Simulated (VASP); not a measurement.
# ZnS (F-43m) in VASP: a series of runs, part 2 of 3

VASP 6.6.1.

## Step 3: Relaxation of cell and atoms, B3LYP

Input file POSCAR:

```
ZnS
1.0
    0.0000000000      2.7020000000      2.7020000000
    2.7020000000      0.0000000000      2.7020000000
    2.7020000000      2.7020000000      0.0000000000
Zn S
1 1
Direct
    0.7500000000      0.7500000000      0.7500000000
    0.0000000000      0.0000000000      0.0000000000
```

Input file INCAR.step1:

```
ALGO = Normal
EDIFF = 1E-5
ENCUT = 600
GGA = PE
ISMEAR = -1
LASPH = T
LCHARG = F
LREAL = F
LWAVE = T
NELM = 80
PREC = Accurate
SIGMA = 0.05
```

Input file INCAR.step2:

```
AEXX = 0.2
AGGAC = 0.81
AGGAX = 0.72
ALDAC = 0.19
ALGO = Normal
EDIFF = 1E-6
EDIFFG = -0.01
ENCUT = 600
GGA = B3
HFRCUT = -1
IBRION = 2
ISIF = 3
ISMEAR = -1
ISTART = 1
LASPH = T
LCHARG = F
LHFCALC = T
LREAL = F
LWAVE = F
NELM = 80
NSW = 60
PREC = Accurate
PRECFOCK = Fast
SIGMA = 0.05
```

Input file KPOINTS:

```
k-points
0
Gamma
  5 5 5
```

Potentials or basis: VASP PAW PBE potentials, release 64 (Zn, S).

Run with:

```console
$ cat potpaw_PBE.64/Zn/POTCAR potpaw_PBE.64/S/POTCAR > POTCAR
$ cp INCAR.step1 INCAR
$ mpirun -np 1 vasp_std > vasp.out
$ cp INCAR.step2 INCAR
$ mpirun -np 1 vasp_std > vasp.out
```

OUTCAR:

```text
AEXX = 0.2
   EDIFF = 1E-6
   EDIFFG = -0.01
   ENCUT = 600
   GGA = B3
   IBRION = 2
   ISIF = 3
   ISMEAR = -1
   ISTART = 1
   LASPH = T
   LHFCALC = T
   LREAL = F
   NELM = 80
   NSW = 60
   PREC = Accurate
   PRECFOCK = Fast

 ion  position               nearest neighbor table
   1  0.750  0.750  0.750-   2 2.34   2 2.34   2 2.34   2 2.34
   2  0.000  0.000  0.000-   1 2.34   1 2.34   1 2.34   1 2.34

  LATTYP: Found a face centered cubic cell.
 ALAT       =     5.4040000000

  Lattice vectors:

 A1 = (   0.0000000000,   2.7020000000,   2.7020000000)
 A2 = (   2.7020000000,   0.0000000000,   2.7020000000)
 A3 = (   2.7020000000,   2.7020000000,   0.0000000000)

Analysis of symmetry for initial positions (statically):
=====================================================================
 Subroutine PRICEL returns:
 Original cell was already a primitive cell.

 Routine SETGRP: Setting up the symmetry group for a
 face centered cubic supercell.

 Subroutine GETGRP returns: Found 24 space group operations
 (whereof 24 operations were pure point group operations)
 out of a pool of 48 trial point group operations.

The static configuration has the point symmetry T_d .

Analysis of symmetry for dynamics (positions and initial velocities):
=====================================================================
 Subroutine PRICEL returns:
 Original cell was already a primitive cell.

 Routine SETGRP: Setting up the symmetry group for a
 face centered cubic supercell.

 Subroutine GETGRP returns: Found 24 space group operations
 (whereof 24 operations were pure point group operations)
 out of a pool of 48 trial point group operations.

The dynamic configuration has the point symmetry T_d .

 Subroutine INISYM returns: Found 24 space group operations
 (whereof 24 operations are pure point group operations),
 and found     1 'primitive' translations

----------------------------------------------------------------------------------------

                                     Primitive cell

  volume of cell :      39.4535

  direct lattice vectors                    reciprocal lattice vectors
     0.000000000  2.702000000  2.702000000    -0.185048113  0.185048113  0.185048113
     2.702000000  0.000000000  2.702000000     0.185048113 -0.185048113  0.185048113
     2.702000000  2.702000000  0.000000000     0.185048113  0.185048113 -0.185048113

  length of vectors
     3.821205046  3.821205046  3.821205046     0.320512733  0.320512733  0.320512733

  position of ions in fractional coordinates (direct lattice)
     0.750000000  0.750000000  0.750000000
     0.000000000  0.000000000  0.000000000

  ion indices of the primitive-cell ions
   primitive index   ion index
                 1           1
                 2           2

----------------------------------------------------------------------------------------

 KPOINTS: k-points

Automatic generation of k-mesh.
 Grid dimensions read from file:
 generate k-points for:    5    5    5

 Generating k-lattice:

  Cartesian coordinates                     Fractional coordinates (reciprocal lattice)
    -0.037009623  0.037009623  0.037009623     0.200000000  0.000000000  0.000000000
     0.037009623 -0.037009623  0.037009623     0.000000000  0.200000000  0.000000000
     0.037009623  0.037009623 -0.037009623     0.000000000  0.000000000  0.200000000

  Length of vectors
     0.064102547  0.064102547  0.064102547

  Shift w.r.t. Gamma in fractional coordinates (k-lattice)
     0.000000000  0.000000000  0.000000000

 Subroutine IBZKPT returns following result:
 ===========================================

 Found     10 irreducible k-points:

 Following reciprocal coordinates:
            Coordinates               Weight
  0.000000  0.000000  0.000000      1.000000
  0.200000  0.000000  0.000000      8.000000
  0.400000  0.000000  0.000000      8.000000
  0.200000  0.200000  0.000000      6.000000
  0.400000  0.200000  0.000000     24.000000
 -0.400000  0.200000  0.000000     24.000000
 -0.200000  0.200000  0.000000     12.000000
  0.400000  0.400000  0.000000      6.000000
 -0.400000  0.400000  0.000000     12.000000
 -0.400000  0.400000  0.200000     24.000000
   k-points           NKPTS =     10   k-points in BZ     NKDIM =    125   number of bands    NBANDS=     13
   number of dos      NEDOS =    301   number of ions     NIONS =      2
   total plane-waves  NPLWV =  32768
   dimension x,y,z NGX =    32 NGY =   32 NGZ =   32
   dimension x,y,z NGXF=    64 NGYF=   64 NGZF=   64
   ions per type =               1   1
   NGX,Y,Z   is equivalent  to a cutoff of  13.92, 13.92, 13.92 a.u.
   NGXF,Y,Z  is equivalent  to a cutoff of  27.84, 27.84, 27.84 a.u.
 SYSTEM =  unknown system
   PREC   = accura    normal or accurate (medium, high low for compatibility)
   ISTART =      1    job   : 0-new  1-cont  2-samecut
   ICHARG =      0    charge: 1-file 2-atom 10-const
   ISPIN  =      1    spin polarized calculation?
   LNONCOLLINEAR =      F non collinear calculations
   LSORBIT =      F    spin-orbit coupling
   LASPH  =      T    aspherical Exc in radial PAW
   ENCUT  =  600.0 eV  44.10 Ry    6.64 a.u.   7.63  7.63  7.63*2*pi/ulx,y,z
   NELM   =     80;   NELMIN=  2; NELMDL=  0     # of ELM steps
   EDIFF  = 0.1E-05   stopping-criterion for ELM
   LREAL  =      F    real-space projection
   EDIFFG = -.1E-01   stopping-criterion for IOM
   NSW    =     60    number of steps for IOM
   IBRION =      2    ionic relax: 0-MD 1-quasi-New 2-CG
   NFREE  =      1    steps in history (QN), initial steepest desc. (CG)
   ISIF   =      3    stress and relaxation
   ISYM   =      3    0-nonsym 1-usesym 2-fastsym
   POTIM  = 0.5000    time-step for ionic-motion
   TEBEG  =    0.0;   TEEND  =   0.0 temperature during run
   PSTRESS=    0.0 pullay stress
   NELECT =      18.0000    total number of electrons
   NUPDOWN=      -1.0000    fix difference up-down
   EMIN   =  10.00;   EMAX   =-10.00  energy-range for DOS
   EFERMI =   0.00;   METHOD = LEGACY
   ISMEAR =    -1;   SIGMA  =   0.05  broadening in eV -4-tet -1-fermi 0-gaus
   EFERMI_NEDOS =   21; number of points for ismear=-14 and -15
   IALGO  =     38    algorithm
   IMIX   =      1    mixing-type and parameters
     AMIX     =   0.40;   BMIX     =  1.00
     AMIX_MAG =   1.60;   BMIX_MAG =  1.00
  volume/ion in A,a.u.               =      19.73       133.12
  Fermi-wavevector in a.u.,A,eV,Ry     =   1.260290  2.381602 21.610537  1.588330
  Thomas-Fermi vector in A             =   2.393807
   LORBIT       =      0    0 simple, 1 ext, 2 COOP (PROOUT), +10 PAW based schemes
   GGA     = B3    functional components
   LHFCALC =     T    Hartree Fock is set to
   PRECFOCK=fast      Normal, Fast or Accurate (Low or Medium for compatibility)
   ENCUT4O =  -1.0   cutoff for four orbital integrals eV
   NKREDX  =     1    reduce k-point grid by
   NKREDY  =     1    reduce k-point grid by
   NKREDZ  =     1    reduce k-point grid by
   AEXX    =    0.2000 exact exchange contribution
   HFSCREEN=    0.0000 screening length (either q_TF or 0.3 A-1)
   HFSCREENC=   0.0000 screening length for correlation (either q_TF or 0.3 A-1)
   ENCUTFOCK=  -1.0 apply spherical cutoff to Coloumb kernel
   IVDW    =     0    specifies the selected vdW correction
   LEPSILON=     F    determine dielectric tensor
   LRPA    =     F    only Hartree local field effects (RPA)
 conjugate gradient relaxation of ions
 non-spin polarized calculation
  energy-cutoff  :      600.00
  volume of cell :       39.45
 maximum number of plane-waves:      1363
  NGX = 18; NGY = 18; NGZ = 18

--------------------------------------- Ionic step        1  -------------------------------------------

 number of electron      17.9999998 magnetization

 Free energy of the ion-electron system (eV)
  ---------------------------------------------------
  ext. energy  EPLUGINS =         0.00000000
  ---------------------------------------------------
  free energy    TOTEN  =        -7.61037141 eV

  energy without entropy =       -7.61037141  energy(sigma->0) =       -7.61037141

------------------------ aborting loop because EDIFF is reached ----------------------------------------

  FORCE on cell =-STRESS in cart. coord.  units (eV):
  Direction    XX          YY          ZZ          XY          YZ          ZX
  --------------------------------------------------------------------------------------
  -------------------------------------------------------------------------------------
  Total        0.8880287      0.8880287      0.8880287      0.0000000     -0.0000000      0.0000000
  in kB       36.0621470     36.0621470     36.0621470      0.0000000     -0.0000000      0.0000000
  external PRESSURE =      36.0621470 kB  Pullay stress =       0.0000000 kB
[... 57 lines left out ...]
  energy  without entropy=       -7.6332943550  energy(sigma->0) =       -7.63329435

--------------------------------------- Ionic step        3  -------------------------------------------

 number of electron      18.0000014 magnetization

 Free energy of the ion-electron system (eV)
  ---------------------------------------------------
  ext. energy  EPLUGINS =         0.00000000
  ---------------------------------------------------
  free energy    TOTEN  =        -7.63463262 eV

  energy without entropy =       -7.63463262  energy(sigma->0) =       -7.63463262

 E-fermi :   1.9663     XC(G=0):  -7.5034

 val. band max:        0.9432607130   @ k =   0.0000   0.0000   0.0000
 cond. band min:       4.3160496146   @ k =   0.0000   0.0000   0.0000
 fundamental gap:      3.3727889017
 Fermi energy:         1.9662713815

 k-point     1 :       0.0000    0.0000    0.0000
  band No.  band energies     occupation
      1     -12.8005      2.00000
      2      -6.5998      2.00000
      3      -6.5998      2.00000
      4      -6.5998      2.00000
      5      -6.2151      2.00000
      6      -6.2151      2.00000
      7       0.9433      2.00000
      8       0.9433      2.00000
      9       0.9433      2.00000
     10       4.3160      0.00000
     11       9.0123      0.00000
     12       9.0123      0.00000
     13       9.0123      0.00000
[... 171 lines left out ...]
  FREE ENERGIE OF THE ION-ELECTRON SYSTEM (eV)
  ---------------------------------------------------
  free  energy   TOTEN  =        -7.6346326237 eV

  energy  without entropy=       -7.6346326236  energy(sigma->0) =       -7.63463262

 reached required accuracy - stopping structural energy minimisation
```

OUTCAR.step1:

```text
EDIFF = 1E-5
   ENCUT = 600
   GGA = PE
   ISMEAR = -1
   LASPH = T
   LREAL = F
[... 362 lines left out ...]
 -----------------------------------------------------------------------------------
      4.05300      4.05300      4.05300         0.000000      0.000000     -0.000000
      0.00000      0.00000      0.00000        -0.000000     -0.000000      0.000000
 -----------------------------------------------------------------------------------
    total drift:                                0.000001      0.000001      0.000001

  FREE ENERGIE OF THE ION-ELECTRON SYSTEM (eV)
  ---------------------------------------------------
  free  energy   TOTEN  =        -6.8358020630 eV

  energy  without entropy=       -6.8358020630  energy(sigma->0) =       -6.83580206
```

Run time: 20 min. Hardware: 1 thread of Intel Xeon Platinum 8259CL at 2.50GHz (Skylake/Cascade Lake), shared host; peak memory 0.19 GiB.

Results:

- Free energy: -7.6346 eV
- Relaxed volume: 20.78 Å³/atom
- Relaxed cell: a = 3.888 Å, b = 3.888 Å, c = 3.888 Å, α = 60.00°, β = 60.00°, γ = 60.00°
- Space group after relaxing (to 0.05 Å): F-43m (No. 216)
- Energy gained by relaxing: 12.1 meV/atom
- Ionic steps: 3
- Pressure after relaxing: 0.0 GPa
- Band gap on the k mesh: 3.37 eV, direct

The path:
```
step  energy change (eV)  largest force (eV/Å)  pressure (GPa)  volume (Å³)
   1              0.0000                0.0000            3.61        39.45
   2             -0.0229                0.0000           -0.88        42.04
   3             -0.0243                0.0000           -0.03        41.56
```

Final structure:
```cif
data_structure
_symmetry_space_group_name_H-M 'P 1'
_symmetry_Int_Tables_number 1
_cell_length_a 3.8880
_cell_length_b 3.8880
_cell_length_c 3.8880
_cell_angle_alpha 60.000
_cell_angle_beta 60.000
_cell_angle_gamma 60.000
_cell_volume 41.56
loop_
_atom_site_label
_atom_site_type_symbol
_atom_site_fract_x
_atom_site_fract_y
_atom_site_fract_z
_atom_site_occupancy
Zn1 Zn 0.75000 0.75000 0.75000 1
S1 S 0.00000 0.00000 0.00000 1
```

Caveat: the PAW data sets were made with another functional, which shifts forces and pressure a little. Zero-point motion and thermal expansion aren't in these numbers.

(Continued in part 3 of 3.)
